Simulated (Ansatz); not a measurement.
# W (Im-3m) in Ansatz: further runs

One crystal, W, is run at these levels: r2SCAN; tasks: single point, equation of state.

Everything below comes from runs of Ansatz 0.2.0. Logs are shortened: lines on timing, memory, paths and dates and some standing lists are left out, and cuts for length are marked.

**1. Starting point**

The structure is cubic, space group Im-3m (No. 229). Conventional cell: a = 3.165 Å, b = 3.165 Å, c = 3.165 Å, α = 90.00°, β = 90.00°, γ = 90.00°. W (site symmetry m-3m) has 8 W at 2.74 Å as nearest neighbours.

**2. Single point, r2SCAN, 14.90 Å³/atom (volume scaled by 0.94)**

Contents of input.yaml:

```yaml
crystal:
  lattice:
    - [-1.5500431812, 1.5500431812, 1.5500431812]
    - [1.5500431812, -1.5500431812, 1.5500431812]
    - [1.5500431812, 1.5500431812, -1.5500431812]
  atoms:
    - { symbol: W, position: [0.0, 0.0, 0.0] }
hamiltonian:
  xc: r2scan
  pseudopotentials: { kind: paw }
kpoints:
  mp_grid: { grid: [12, 12, 12] }
scf:
  occupations: { method: fermi_dirac, width: 0.05 }
output:
  forces: true
  stress: true
  eigenvalues: true
```

Potentials or basis: Ansatz PAW.

Launch:

```bash
$ ansatz run input.yaml --threads 2 --pin off --max-ram 5632MiB --backend cpu --events-out ev --progress --plain --runs-dir out
```

The log of the run:

```text
Warning: RAYON_NUM_THREADS=2 ignored (pool sized by the plan → 2); use --threads N
Engine: ansatz 0.2.0, aarch64-unknown-linux-gnu
Pseudopotentials: kind: paw
Pseudopotential: W, paw, valence charge 14, recommended cutoff 500 eV (meta_gga), W.paw.azcp
Functional definition: r2SCAN
  parameter k0 = 0.174
  parameter k1 = 0.065
  parameter a1 = 4.9479
  exchange = r2scan_x(k0 = k0, k1 = k1, a1 = a1)
  correlation = r2scan_c
Crystal: 1 atoms, lattice volume = 14.897 Å³
Basis set: ecut = 500 eV, 369 PW (Γ), exchange–correlation on 80×80×80 points (64 copies of the dense FFT grid, shifted against one another)
Bands: 11, of which v1, the nominal top of the filled ones, is band 7 counted from 1 (6 counted from 0)
Symmetry: 48 space group operations
Space group: Im-3m (ITA 229), of the structure as read, at distance tolerance 2.5e-5 Å
k-points: 72 of 1728
Non-local potential: W, projectors of the file, l = 0: 3, l = 1: 2, l = 2: 2, l = 3: 1
PAW form: soft (Blöchl's): semilocal exchange-correlation on the pseudo side does not see the compensation charge
PAW frozen core: W, regenerated for the run's functional (the file was generated under x = pbe(κ = 0.804, μ = 0.2195149727645171), c = pbe(β = 0.06672455060314922))
PAW one-centre angular grid: W, 590 points (default); XC on 160 Gauss nodes
Initial density: superposition of atomic densities (neutral atoms: chi_scale 0, normalization atom), corrected by the library's trained network
Initial wavefunctions: pseudopotential atomic-orbital guess
Functional: x = r2scan, c = r2scan; τ floored in thin density (d = 2e-4 eV/Å³)
SCF iter   1: F=—  HF=-10397.206342 eV  |F-HF|=—  |Δ(HF+E_count)|=         —  Δρ=6.84e-3  dr2=2.56e-3  dr2_τ=6.39e-2  ethr=1.77e-3  ⟨swp⟩=5.4  Hψ=4824  notcnv=0
preconditioner: auto → none  [metal: Δε(μ)=0.019 eV  Ē_g=10.144 eV  σ=0.050 eV  W_gap=0.09  n_scr=0 (ndim 8)  ℏωp=23.6 eV  f_vac=0.000  D(μ)=0.61/eV (n_scr^D=0)]
SCF iter   2: F=—  HF=-10397.229664 eV  |F-HF|=—  |Δ(HF+E_count)|=   2.33e-2  Δρ=3.79e-3  dr2=4.80e-4  dr2_τ=1.19e-4  ethr=1.83e-5  ⟨swp⟩=2.3  Hψ=2059  notcnv=0  defer=6
SCF iter   3: F=—  HF=-10397.230255 eV  |F-HF|=—  |Δ(HF+E_count)|=   5.91e-4  Δρ=1.12e-3  dr2=4.27e-5  dr2_τ=2.06e-5  ethr=3.43e-6  ⟨swp⟩=2.3  Hψ=1106  notcnv=0  defer=6
SCF iter   4: F=—  HF=-10397.230298 eV  |F-HF|=—  |Δ(HF+E_count)|=   4.37e-5  Δρ=4.09e-5  dr2=8.01e-8  dr2_τ=8.00e-8  ethr=3.05e-7  ⟨swp⟩=2.9  Hψ=1263  notcnv=0  defer=6
iter 5 did not close the SCF: its close was put off for the readings that it lacked (scf_convergence_deferred on its scf_iter line)
SCF iter   5: F=-10397.230298 eV  HF=-10397.230298 eV  |F-HF|=7.45e-9  |Δ(HF+E_count)|=   1.52e-8  Δρ=1.38e-5  dr2=8.95e-9  dr2_τ=7.29e-9  ethr=5.72e-10  ⟨swp⟩=2.0  Hψ=1292  notcnv=0  defer=6
SCF iter   6: F=-10397.230298 eV  HF=-10397.230298 eV  |F-HF|=4.60e-10  |Δ(HF+E_count)|=   9.15e-9  Δρ=3.15e-6  dr2=4.64e-10  dr2_τ=1.23e-10  ethr=6.39e-11  ⟨swp⟩=2.2  Hψ=2680  notcnv=0
SCF 1 converged in 6 iterations: F = -10397.230298 eV  dr2 = 4.64e-10
SCF converged after 6 iterations
Free energy (F): -10397.230298 eV
Harris-Foulkes:  -10397.230298 eV  (|F-HF|=4.60e-10)
Internal energy: -10397.225515 eV  (E = F + TS)
E sigma→0 (E₀):  -10397.227907 eV
Entropy (-TS):   -0.004783 eV (-4.783 meV/atom)
Fermi energy:    24.024394 eV
--- Per-component energies (eV) ---
  E_band       = -73.777106
  E_kinetic    = 454.404440
  E_local      = -556.218205  (includes V_loc(G=0)·N_el)
  E_nonlocal   = 1.373248
  E_hartree    = 204.235179
  E_xc         = -250.364345
  E_vxc        = -261.800617  (∫ρ·V_xc dr)
  E_paw        = -8593.481791  (= ΣΔE_a)
  E_vpaw       = -133.527238  (= ΣTr[D̂ρ^β])
  E_aug_tail   = -0.000047  (compensation charges beyond the density's cutoff)
  E_vtau       = 13.521160  (kinetic-family band-sum trace: ∫τ·v_τ [+ j·A + Jᵃ·Aᵃ] dr)
  E_ewald      = -1656.586045
  E_core_change = -0.587949  (= ΣΔE_core)
  E_smearing   = -0.004783  (= −TS)
  E_closure    = 0.000000  (closes the sum)
  Σ components = -10397.230298   (vs F -10397.230298, Δ=0.00e0)
--- Forces (eV/Å), atoms counted from 1 ---
  atom   1  W      0.00000000    -0.00000000    -0.00000000
  max |Σ_I F_I| component: 2.88e-32 eV/Å
--- Stress (GPa, compression-positive) ---
       23.997110      -0.000000       0.000000
        0.000000      23.997110       0.000000
       -0.000000       0.000000      23.997110
  P = ⅓ Tr σ = 23.9971 GPa (239.971 kbar)
--- Band table (eV; the first three rows and the last of 72) ---
  k-point 0: bands = ["-51.8561", "-14.6502", "-14.6502", "-14.6502", "13.6445", "22.6941", "22.6941", "22.6941", "26.7877", "26.7877", "39.3912"]
  k-point 1: bands = ["-51.8432", "-14.7733", "-14.6877", "-14.6510", "14.0210", "22.4624", "22.6325", "23.0610", "26.4258", "26.7872", "39.7096"]
  k-point 2: bands = ["-51.8078", "-15.1005", "-14.7887", "-14.6532", "15.0392", "21.8827", "22.3460", "24.1329", "25.9539", "26.8283", "40.2795"]
  k-point 71: bands = ["-51.5193", "-15.8096", "-15.8096", "-15.8096", "17.5327", "17.5327", "29.8973", "29.8973", "29.8973", "33.2156", "33.2156"]
```

Run time: 0.89 s. Hardware: 2 threads of Arm Neoverse V2, shared host; peak memory 0.29 GiB.

What came out:

```
Free energy            : -10397.2303 eV
Pressure               : 24.0 GPa
Band gap on the k mesh : none (metal or under the smearing width)
```

Caveat: the PAW data sets come from PBE, with cores solved anew for the run's functional, which leaves a small shift of forces and pressure.

**3. Single point, r2SCAN, 15.21 Å³/atom (volume scaled by 0.96)**

input.yaml, as its differences from that of step 2:

```diff
@@ -2,5 +2,5 @@
   lattice:
-    - [-1.5500431812, 1.5500431812, 1.5500431812]
-    - [1.5500431812, -1.5500431812, 1.5500431812]
-    - [1.5500431812, 1.5500431812, -1.5500431812]
+    - [-1.5609593379, 1.5609593379, 1.5609593379]
+    - [1.5609593379, -1.5609593379, 1.5609593379]
+    - [1.5609593379, 1.5609593379, -1.5609593379]
   atoms:
```

Potentials or basis: Ansatz PAW.

Launch:

```bash
$ ansatz run input.yaml --threads 2 --pin off --max-ram 5632MiB --backend cpu --events-out ev --progress --plain --runs-dir out
```

Run time: 1 s. Hardware: 2 threads of Arm Neoverse V2, shared host; peak memory 0.29 GiB.

It converged, with:

```
Free energy            : -10397.2695 eV
Pressure               : 15.8 GPa
Band gap on the k mesh : none (metal or under the smearing width)
```

Caveat: the PAW data sets come from PBE, with cores solved anew for the run's functional, which leaves a small shift of forces and pressure.

**4. Single point, r2SCAN, 15.53 Å³/atom (volume scaled by 0.98)**

input.yaml, as its differences from that of step 3:

```diff
@@ -2,5 +2,5 @@
   lattice:
-    - [-1.5609593379, 1.5609593379, 1.5609593379]
-    - [1.5609593379, -1.5609593379, 1.5609593379]
-    - [1.5609593379, 1.5609593379, -1.5609593379]
+    - [-1.5717249149, 1.5717249149, 1.5717249149]
+    - [1.5717249149, -1.5717249149, 1.5717249149]
+    - [1.5717249149, 1.5717249149, -1.5717249149]
   atoms:
```

Launch:

```bash
$ ansatz run input.yaml --threads 2 --pin off --max-ram 5632MiB --backend cpu --events-out ev --progress --plain --runs-dir out
```

Run time: 1 s. Hardware: 2 threads of Arm Neoverse V2, shared host; peak memory 0.3 GiB.

It converged, with:

```
Free energy            : -10397.2934 eV
Pressure               : 8.4 GPa
Band gap on the k mesh : none (metal or under the smearing width)
```

Caveat: the PAW data sets come from PBE, with cores solved anew for the run's functional, which leaves a small shift of forces and pressure.

**5. Single point, r2SCAN, 15.85 Å³/atom**

input.yaml, as its differences from that of step 4:

```diff
@@ -2,5 +2,5 @@
   lattice:
-    - [-1.5717249149, 1.5717249149, 1.5717249149]
-    - [1.5717249149, -1.5717249149, 1.5717249149]
-    - [1.5717249149, 1.5717249149, -1.5717249149]
+    - [-1.582345, 1.582345, 1.582345]
+    - [1.582345, -1.582345, 1.582345]
+    - [1.582345, 1.582345, -1.582345]
   atoms:
```

Launch:

```bash
$ ansatz run input.yaml --threads 2 --pin off --max-ram 5632MiB --backend cpu --events-out ev --progress --plain --runs-dir out
```

It took 1.1 s on 2 threads of Arm Neoverse V2, shared host; peak memory 0.3 GiB.

It converged, with:

```yaml
Free_energy: -10397.3030 eV
Pressure: 1.5 GPa
Band_gap_on_the_k_mesh: none (metal or under the smearing width)
```

Caveat: the PAW data sets come from PBE, with cores solved anew for the run's functional, which leaves a small shift of forces and pressure.

**6. Single point, r2SCAN, 16.16 Å³/atom (volume scaled by 1.02)**

input.yaml, as its differences from that of step 5:

```diff
@@ -2,5 +2,5 @@
   lattice:
-    - [-1.582345, 1.582345, 1.582345]
-    - [1.582345, -1.582345, 1.582345]
-    - [1.582345, 1.582345, -1.582345]
+    - [-1.5928244114, 1.5928244114, 1.5928244114]
+    - [1.5928244114, -1.5928244114, 1.5928244114]
+    - [1.5928244114, 1.5928244114, -1.5928244114]
   atoms:
```

Potentials or basis: Ansatz PAW.

Launch:

```bash
$ ansatz run input.yaml --threads 2 --pin off --max-ram 5632MiB --backend cpu --events-out ev --progress --plain --runs-dir out
```

Wall time 1.1 s (2 threads of Arm Neoverse V2, shared host); peak memory 0.32 GiB.

Results (log left out):

```
Free energy            : -10397.2998 eV
Pressure               : -4.7 GPa
Band gap on the k mesh : none (metal or under the smearing width)
```

Caveat: the PAW data sets come from PBE, with cores solved anew for the run's functional, which leaves a small shift of forces and pressure.

**7. Single point, r2SCAN, 16.48 Å³/atom (volume scaled by 1.04)**

input.yaml, as its differences from that of step 6:

```diff
@@ -2,5 +2,5 @@
   lattice:
-    - [-1.5928244114, 1.5928244114, 1.5928244114]
-    - [1.5928244114, -1.5928244114, 1.5928244114]
-    - [1.5928244114, 1.5928244114, -1.5928244114]
+    - [-1.6031677168, 1.6031677168, 1.6031677168]
+    - [1.6031677168, -1.6031677168, 1.6031677168]
+    - [1.6031677168, 1.6031677168, -1.6031677168]
   atoms:
```

Launch:

```bash
$ ansatz run input.yaml --threads 2 --pin off --max-ram 5632MiB --backend cpu --events-out ev --progress --plain --runs-dir out
```

Run time: 1.1 s. Hardware: 2 threads of Arm Neoverse V2, shared host; peak memory 0.33 GiB.

The run converged. Its results:

```
Free energy            : -10397.2849 eV
Pressure               : -10.3 GPa
Band gap on the k mesh : none (metal or under the smearing width)
```

Caveat: the PAW data sets come from PBE, with cores solved anew for the run's functional, which leaves a small shift of forces and pressure.

**8. Single point, r2SCAN, 16.80 Å³/atom (volume scaled by 1.06)**

input.yaml, as its differences from that of step 7:

```diff
@@ -2,5 +2,5 @@
   lattice:
-    - [-1.6031677168, 1.6031677168, 1.6031677168]
-    - [1.6031677168, -1.6031677168, 1.6031677168]
-    - [1.6031677168, 1.6031677168, -1.6031677168]
+    - [-1.6133792515, 1.6133792515, 1.6133792515]
+    - [1.6133792515, -1.6133792515, 1.6133792515]
+    - [1.6133792515, 1.6133792515, -1.6133792515]
   atoms:
```

Launch:

```bash
$ ansatz run input.yaml --threads 2 --pin off --max-ram 5632MiB --backend cpu --events-out ev --progress --plain --runs-dir out
```

Wall time 1.1 s (2 threads of Arm Neoverse V2, shared host); peak memory 0.32 GiB.

The run converged. Its results:

- Free energy: -10397.2593 eV
- Pressure: -15.4 GPa
- Band gap on the k mesh: none (metal or under the smearing width)

Caveat: the PAW data sets come from PBE, with cores solved anew for the run's functional, which leaves a small shift of forces and pressure.

**9. Equation of state, r2SCAN**

Potentials or basis: Ansatz PAW.

No new run: the results of the series are fitted here.

What came out:

- Equilibrium volume: 15.92 Å³/atom
- Bulk modulus: 319 GPa
- Pressure derivative of the bulk modulus: 3.7

Energy against volume, from the lowest point:
| volume (Å³/atom) | energy (meV/atom) |
| --- | --- |
| 14.897 | 72.74 |
| 15.214 | 33.49 |
| 15.531 | 9.68 |
| 15.848 | 0.00 |
| 16.165 | 3.21 |
| 16.482 | 18.15 |
| 16.798 | 43.72 |

Caveat: the PAW data sets were made with another functional, which shifts forces and pressure a little. Zero-point motion and thermal expansion aren't in these numbers.
